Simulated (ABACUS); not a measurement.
## CdSe (Cadmoselite) in ABACUS: the effect of basis

Crystal: CdSe (Cadmoselite).

```
Cd Se
1.0
     4.21222    0.00000    0.00000
    -2.10611    3.64789    0.00000
     0.00000    0.00000    6.87669
Cd Se
2 2
Direct
  0.66667 0.33333 0.50000
  0.33333 0.66667 0.00000
  0.66667 0.33333 0.88500
  0.33333 0.66667 0.38500
```

The cell isn't the ideal one: volume scaled by 0.94.

Alike in all runs:

```yaml
Program: ABACUS 3.10.1
Task: equation of state
Functional: PBE
Potentials_or_basis: PseudoDojo NC SR 0.4.1 PBE standard
Cutoff: 1401 eV
Density_cutoff: 5606 eV
k_mesh: 5 × 5 × 3
Occupations: fermi-dirac, width 0.05 eV
Spin: no spin polarisation
```

```csv
basis,gap on the mesh (eV),pressure (GPa),largest force (eV/Å)
DZP,1.04,8.0,0.41
TZDP,?,?,?
pw,0.83,7.2,0.36
```

**Question.** What does the run with basis TZDP give?

**Answer.** gap on the mesh 0.98 eV; pressure 7.7 GPa; largest force 0.37 eV/Å.

Caveats: the atomic orbitals were generated for these runs and aren't a published set (some runs); the basis of atomic orbitals isn't converged, which shifts pressures, moduli and gaps (some runs).

